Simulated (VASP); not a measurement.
# MgO (Periclase) (Fm-3m) in VASP: notebook

The runs below take MgO (Periclase) through band structure, with PBE-EpsX, PBE.

Everything below comes from runs of VASP 6.6.1. Logs are shortened: lines on timing, memory, paths and dates and some standing lists are left out, and cuts for length are marked.

**Experimental background.**

From “Electronic structure of alkaline earth and post-transition metal oxides”, 2009, arxiv:0908.1581, for a bulk crystal of MgO: band gap 7.83 eV.

The results are compared with them further down.

### 1 Starting point

It takes space group Fm-3m (No. 225, cubic). The conventional cell has a = 4.208 Å, b = 4.208 Å, c = 4.208 Å, α = 90.00°, β = 90.00°, γ = 90.00°. Mg (site symmetry m-3m) has 6 O at 2.10 Å as nearest neighbours. O (site symmetry m-3m) is surrounded by 6 Mg at 2.10 Å.

### 2 Band structure, PBE-EpsX

POSCAR

```
MgO                                     
1.0
    0.0000000000      2.1039232589      2.1039232589
    2.1039232589      0.0000000000      2.1039232589
    2.1039232589      2.1039232589      0.0000000000
  Mg              O             
     1     1
Direct
     0.0000000000000000    0.0000000000000000    0.0000000000000000
     0.5000000000000000    0.5000000000000000    0.5000000000000000
```

INCAR.step1

```
SYSTEM = MgO
PREC = Accurate
ENCUT = 520
EDIFF = 1E-8
ISMEAR = 0
SIGMA = 0.03
LREAL = .False.
LASPH = .True.
NELM = 80
ALGO = Normal
ISIF = 2
LWAVE = .False.
LCHARG = .False.
KPAR = 4
GGA = PE
LEPSILON = .True.
```

KPOINTS.step1

```
Automatic mesh
0
G
  12 12 12
  0 0 0
```

INCAR.step2

```
SYSTEM = MgO
PREC = Accurate
ENCUT = 520
EDIFF = 1E-5
ISMEAR = 0
SIGMA = 0.03
LREAL = .False.
LASPH = .True.
NELM = 80
ALGO = Normal
ISIF = 2
LWAVE = .True.
LCHARG = .False.
NBANDS = 11
KPAR = 4
GGA = PE
```

KPOINTS.step2

```
Automatic mesh
0
Gamma
  8 8 8
  0 0 0
```

INCAR.step3

```
SYSTEM = MgO
PREC = Accurate
ENCUT = 520
EDIFF = 1E-7
ISMEAR = 0
SIGMA = 0.03
LREAL = .False.
LASPH = .True.
NELM = 80
ALGO = Normal
ISIF = 2
LWAVE = .False.
LCHARG = .False.
GGA = PE
LHFCALC = .True.
AEXX = 0.3197
PRECFOCK = Fast
HFRCUT = -1
NBANDS = 11
KPAR = 4
ISTART = 1
```

KPOINTS.step3

```
Automatic mesh
0
Gamma
  8 8 8
  0 0 0
```

KPOINTS_OPT

```
explicit points
6
Reciprocal
 0.0000000000  0.0000000000  0.0000000000 1
 0.3750000000  0.3750000000  0.7500000000 1
 0.5000000000  0.5000000000  0.5000000000 1
 0.6250000000  0.2500000000  0.6250000000 1
 0.5000000000  0.2500000000  0.7500000000 1
 0.5000000000  0.0000000000  0.5000000000 1
```

Potentials or basis: VASP PAW PBE potentials, release 64 (Mg, O).

Command:

```sh
$ cat potpaw_PBE.64/Mg/POTCAR potpaw_PBE.64/O/POTCAR > POTCAR
$ cp INCAR.step1 INCAR
$ cp KPOINTS.step1 KPOINTS
$ mpirun -np 4 vasp_std > vasp.out
$ cp INCAR.step2 INCAR
$ cp KPOINTS.step2 KPOINTS
$ mpirun -np 4 vasp_std > vasp.out
$ cp INCAR.step3 INCAR
$ cp KPOINTS.step3 KPOINTS
$ mpirun -np 4 vasp_std > vasp.out
```

OUTCAR:

```text
SYSTEM = MgO
   PREC = Accurate
   ENCUT = 520
   EDIFF = 1E-7
   ISMEAR = 0
   LREAL = .False.
   LASPH = .True.
   NELM = 80
   ISIF = 2
   GGA = PE
   LHFCALC = .True.
   AEXX = 0.3197
   PRECFOCK = Fast
   ISTART = 1

 ion  position               nearest neighbor table
   1  0.000  0.000  0.000-   2 2.10   2 2.10   2 2.10   2 2.10   2 2.10   2 2.10
   2  0.500  0.500  0.500-   1 2.10   1 2.10   1 2.10   1 2.10   1 2.10   1 2.10

  LATTYP: Found a face centered cubic cell.
 ALAT       =     4.2078465178

  Lattice vectors:

 A1 = (   0.0000000000,   2.1039232589,   2.1039232589)
 A2 = (   2.1039232589,   0.0000000000,   2.1039232589)
 A3 = (   2.1039232589,   2.1039232589,   0.0000000000)

Analysis of symmetry for initial positions (statically):
=====================================================================
 Subroutine PRICEL returns:
 Original cell was already a primitive cell.

 Routine SETGRP: Setting up the symmetry group for a
 face centered cubic supercell.

 Subroutine GETGRP returns: Found 48 space group operations
 (whereof 48 operations were pure point group operations)
 out of a pool of 48 trial point group operations.

The static configuration has the point symmetry O_h .

Analysis of symmetry for dynamics (positions and initial velocities):
=====================================================================
 Subroutine PRICEL returns:
 Original cell was already a primitive cell.

 Routine SETGRP: Setting up the symmetry group for a
 face centered cubic supercell.

 Subroutine GETGRP returns: Found 48 space group operations
 (whereof 48 operations were pure point group operations)
 out of a pool of 48 trial point group operations.

The dynamic configuration has the point symmetry O_h .

 Subroutine INISYM returns: Found 48 space group operations
 (whereof 48 operations are pure point group operations),
 and found     1 'primitive' translations

----------------------------------------------------------------------------------------

                                     Primitive cell

  volume of cell :      18.6260

  direct lattice vectors                    reciprocal lattice vectors
     0.000000000  2.103923259  2.103923259    -0.237651254  0.237651254  0.237651254
     2.103923259  0.000000000  2.103923259     0.237651254 -0.237651254  0.237651254
     2.103923259  2.103923259  0.000000000     0.237651254  0.237651254 -0.237651254

  length of vectors
[... 100 lines left out ...]
   IMIX   =      1    mixing-type and parameters
     AMIX     =   0.40;   BMIX     =  1.00
     AMIX_MAG =   1.60;   BMIX_MAG =  1.00
  volume/ion in A,a.u.               =       9.31        62.85
  Fermi-wavevector in a.u.,A,eV,Ry     =   1.235184  2.334159 20.758125  1.525679
  Thomas-Fermi vector in A             =   2.369844
   LORBIT       =      0    0 simple, 1 ext, 2 COOP (PROOUT), +10 PAW based schemes
   GGA     = PE    functional components
   LHFCALC =     T    Hartree Fock is set to
   PRECFOCK=fast      Normal, Fast or Accurate (Low or Medium for compatibility)
   ENCUT4O =  -1.0   cutoff for four orbital integrals eV
   NKREDX  =     1    reduce k-point grid by
   NKREDY  =     1    reduce k-point grid by
   NKREDZ  =     1    reduce k-point grid by
   AEXX    =    0.3197 exact exchange contribution
   HFSCREEN=    0.0000 screening length (either q_TF or 0.3 A-1)
   HFSCREENC=   0.0000 screening length for correlation (either q_TF or 0.3 A-1)
   ENCUTFOCK=  -1.0 apply spherical cutoff to Coloumb kernel
   IVDW    =     0    specifies the selected vdW correction
   LEPSILON=     F    determine dielectric tensor
   LRPA    =     F    only Hartree local field effects (RPA)
 non-spin polarized calculation
 Gauss-broadening in eV      SIGMA  =   0.03
  energy-cutoff  :      520.00
  volume of cell :       18.63
 maximum number of plane-waves:       531
 NGX is ok and might be reduce to    24
  NGX = 14; NGY = 14; NGZ = 14

 number of electron       8.0000005 magnetization

 Free energy of the ion-electron system (eV)
  ---------------------------------------------------
  ext. energy  EPLUGINS =         0.00000000
  ---------------------------------------------------
  free energy    TOTEN  =       -15.59823544 eV

  energy without entropy =      -15.59823544  energy(sigma->0) =      -15.59823544

 E-fermi :   1.3125     XC(G=0):  -8.0429

 val. band max:        1.1022709810   @ k =   0.0000   0.0000   0.0000
 cond. band min:       9.0165862309   @ k =   0.0000   0.0000   0.0000
 fundamental gap:      7.9143152499
 Fermi energy:         1.3124528614

 k-point     1 :       0.0000    0.0000    0.0000
  band No.  band energies     occupation
      1     -18.1977      2.00000
      2       1.1023      2.00000
      3       1.1023      2.00000
      4       1.1023      2.00000
      5       9.0166      0.00000
      6      20.4264      0.00000
      7      20.4264      0.00000
      8      20.4264      0.00000
      9      24.3219      0.00000
     10      26.3647      0.00000
     11      26.3647      0.00000
[... 309 lines left out ...]
 k-point    24 :      -0.3750    0.2500    0.1250
  band No.  band energies     occupation
      1     -16.6597      2.00000
      2      -3.2904      2.00000
      3      -1.0313      2.00000
      4      -0.0069      2.00000
      5      14.1879      0.00000
      6      17.0791      0.00000
      7      18.1874      0.00000
      8      21.7784      0.00000
      9      25.4322      0.00000
     10      27.1421      0.00000
     11      31.1669      0.00000

 [... further k-points ...]

------------------------ aborting loop because EDIFF is reached ----------------------------------------

  FORCE on cell =-STRESS in cart. coord.  units (eV):
  Direction    XX          YY          ZZ          XY          YZ          ZX
  --------------------------------------------------------------------------------------
  -------------------------------------------------------------------------------------
  Total       -0.2916630     -0.2916630     -0.2916630      0.0000000     -0.0000000     -0.0000000
  in kB      -25.0883601    -25.0883601    -25.0883601      0.0000000     -0.0000000     -0.0000000
  external PRESSURE =     -25.0883601 kB  Pullay stress =       0.0000000 kB

 VOLUME and BASIS-vectors are now :
 -----------------------------------------------------------------------------
  energy-cutoff  :      520.00
  volume of cell :       18.63
      direct lattice vectors                 reciprocal lattice vectors
     0.000000000  2.103923259  2.103923259    -0.237651254  0.237651254  0.237651254
     2.103923259  0.000000000  2.103923259     0.237651254 -0.237651254  0.237651254
     2.103923259  2.103923259  0.000000000     0.237651254  0.237651254 -0.237651254

 POSITION                                       TOTAL-FORCE (eV/Angst)
 -----------------------------------------------------------------------------------
      0.00000      0.00000      0.00000         0.000000      0.000000      0.000000
      2.10392      2.10392      2.10392         0.000000      0.000000     -0.000000
 -----------------------------------------------------------------------------------
    total drift:                               -0.000000      0.000000     -0.000000

  FREE ENERGIE OF THE ION-ELECTRON SYSTEM (eV)
  ---------------------------------------------------
  free  energy   TOTEN  =       -15.5982354445 eV

  energy  without entropy=      -15.5982354445  energy(sigma->0) =      -15.59823544
```

OUTCAR.step1:

```text
SYSTEM = MgO
   PREC = Accurate
   ENCUT = 520
   EDIFF = 1E-8
   ISMEAR = 0
   LREAL = .False.
   LASPH = .True.
   NELM = 80
   ISIF = 2
   GGA = PE
[... 549 lines left out ...]
  x     0.00000     0.00000     0.00000     0.00000     0.00000     0.00000
  y     0.00000     0.00000     0.00000     0.00000     0.00000     0.00000
  z     0.00000     0.00000     0.00000     0.00000     0.00000     0.00000

 BORN EFFECTIVE CHARGES (including local field effects) (in |e|, cummulative output)
 ---------------------------------------------------------------------------------
 ion    1
    1     1.96787     0.00000    -0.00000
    2     0.00000     1.96787    -0.00000
    3    -0.00000     0.00000     1.96787
 ion    2
    1    -1.96787    -0.00000     0.00000
    2    -0.00000    -1.96787     0.00000
    3     0.00000    -0.00000    -1.96787
```

OUTCAR.step2:

```text
SYSTEM = MgO
   PREC = Accurate
   ENCUT = 520
   EDIFF = 1E-5
   ISMEAR = 0
   LREAL = .False.
   LASPH = .True.
[... 559 lines left out ...]
      0.00000      0.00000      0.00000         0.000000      0.000000      0.000000
      2.10392      2.10392      2.10392        -0.000000     -0.000000     -0.000000
 -----------------------------------------------------------------------------------
    total drift:                               -0.000000     -0.000000      0.000000

  FREE ENERGIE OF THE ION-ELECTRON SYSTEM (eV)
  ---------------------------------------------------
  free  energy   TOTEN  =       -11.9039932651 eV

  energy  without entropy=      -11.9039932651  energy(sigma->0) =      -11.90399327
```

It took 5.2 min on 4 MPI ranks of Intel Xeon Platinum 8488C (Sapphire Rapids), shared host; peak memory 0.2 GiB.

What came out:

```yaml
Free_energy: -15.5982 eV
Pressure: -2.5 GPa
Band_gap_on_the_k_mesh: 7.91 eV, direct
Band_gap_along_the_path: 7.91 eV, direct
```

Caveat: the PAW data sets were made with another functional, which shifts forces and pressure a little.

### 3 Band structure, PBE

INCAR

```
SYSTEM = MgO
PREC = Accurate
ENCUT = 520
EDIFF = 1E-6
ISMEAR = 0
SIGMA = 0.03
LREAL = .FALSE.
LASPH = .TRUE.
NELM = 80
ALGO = Normal
ISIF = 2
LWAVE = .FALSE.
LCHARG = .FALSE.
GGA = PE
NBANDS = 11
```

KPOINTS

```
regular mesh
0
G
  12 12 12
  0 0 0
```

POSCAR

```
MgO                                     
1.0
    0.0000000000      2.1039232588      2.1039232588
    2.1039232588      0.0000000000      2.1039232588
    2.1039232588      2.1039232588      0.0000000000
  Mg              O             
     1     1
Direct
     0.0000000000000000    0.0000000000000000    0.0000000000000000
     0.5000000000000000    0.5000000000000000    0.5000000000000000
```

KPOINTS_OPT

```
explicit points
302
Reciprocal
 0.0000000000  0.0000000000  0.0000000000 1
 0.0263157895  0.0000000000  0.0263157895 1
 0.0526315789  0.0000000000  0.0526315789 1
 0.0789473684  0.0000000000  0.0789473684 1
 0.1052631579  0.0000000000  0.1052631579 1
 0.1315789474  0.0000000000  0.1315789474 1
[... 294 lines left out ...]
 0.4916948600  0.0083051400  0.5000000000 1
 0.5083051400 -0.0083051400  0.5000000000 1
```

Potentials or basis: VASP PAW PBE potentials, release 64 (Mg, O).

Command:

```sh
$ cat potpaw_PBE.64/Mg/POTCAR potpaw_PBE.64/O/POTCAR > POTCAR
$ mpirun -np 1 vasp_std > vasp.out
```

Run time: 13 s. Hardware: 1 thread of Intel Xeon 6975P-C (Granite Rapids), shared host; peak memory 0.15 GiB.

It converged, with:

```yaml
Free_energy: -11.9040 eV
Pressure: 4.5 GPa
Band_gap_on_the_k_mesh: 4.76 eV, direct
Band_gap_along_the_path: 4.76 eV, direct
```

Levels at the corners of the path, in eV from the valence-band top:
| point | band 1 | band 2 | band 3 | band 4 | band 5 | band 6 | band 7 | band 8 | band 9 |
| --- | --- | --- | --- | --- | --- | --- | --- | --- | --- |
| Γ | -17.28 | 0.00 | 0.00 | 0.00 | 4.76 | 15.82 | 15.82 | 15.82 | 19.74 |
| X | -15.73 | -4.10 | -1.35 | -1.35 | 9.12 | 10.00 | 13.13 | 19.02 | 19.02 |
| X | -15.73 | -4.10 | -1.35 | -1.35 | 9.12 | 10.00 | 13.13 | 19.02 | 19.02 |
| W | -15.67 | -2.96 | -2.96 | -1.77 | 11.67 | 11.67 | 12.20 | 15.55 | 21.99 |
| W | -15.67 | -2.96 | -2.96 | -1.77 | 11.67 | 11.67 | 12.20 | 15.55 | 21.99 |
| K | -15.71 | -3.50 | -2.72 | -1.15 | 10.11 | 11.81 | 12.56 | 18.16 | 18.32 |
| K | -15.71 | -3.50 | -2.72 | -1.15 | 10.11 | 11.81 | 12.56 | 18.16 | 18.32 |
| Γ | -17.28 | 0.00 | 0.00 | 0.00 | 4.76 | 15.82 | 15.82 | 15.82 | 19.74 |
| Γ | -17.28 | 0.00 | 0.00 | 0.00 | 4.76 | 15.82 | 15.82 | 15.82 | 19.74 |
| L | -15.99 | -4.63 | -0.66 | -0.66 | 7.92 | 12.64 | 16.34 | 16.34 | 20.94 |
| L | -15.99 | -4.63 | -0.66 | -0.66 | 7.92 | 12.64 | 16.34 | 16.34 | 20.94 |
| U | -15.71 | -3.50 | -2.72 | -1.15 | 10.11 | 11.81 | 12.56 | 18.16 | 18.32 |
| U | -15.71 | -3.50 | -2.72 | -1.15 | 10.11 | 11.81 | 12.56 | 18.16 | 18.32 |
| W | -15.67 | -2.96 | -2.96 | -1.77 | 11.67 | 11.67 | 12.20 | 15.55 | 21.99 |
| W | -15.67 | -2.96 | -2.96 | -1.77 | 11.67 | 11.67 | 12.20 | 15.55 | 21.99 |
| L | -15.99 | -4.63 | -0.66 | -0.66 | 7.92 | 12.64 | 16.34 | 16.34 | 20.94 |
| L | -15.99 | -4.63 | -0.66 | -0.66 | 7.92 | 12.64 | 16.34 | 16.34 | 20.94 |
| K | -15.71 | -3.50 | -2.72 | -1.15 | 10.11 | 11.81 | 12.56 | 18.16 | 18.32 |
| U | -15.71 | -3.50 | -2.72 | -1.15 | 10.11 | 11.81 | 12.56 | 18.16 | 18.32 |
| X | -15.73 | -4.10 | -1.35 | -1.35 | 9.12 | 10.00 | 13.13 | 19.02 | 19.02 |

### 4 How close it comes

Step 2. A measured gap of MgO is 7.83 eV (quoted in “Electronic structure of alkaline earth and post-transition metal oxides”, 2009, arxiv:0908.1581); the calculated 7.91 eV misses it by +0.08 eV. The value is that of PBE-EpsX, without temperature or zero-point motion.

Step 3. Measured gap of MgO: 7.83 eV (quoted in “Electronic structure of alkaline earth and post-transition metal oxides”, 2009, arxiv:0908.1581). This calculation gives 4.76 eV (-3.07 eV). The value is that of PBE, without temperature or zero-point motion. Semilocal functionals fall short of measured gaps as a rule.
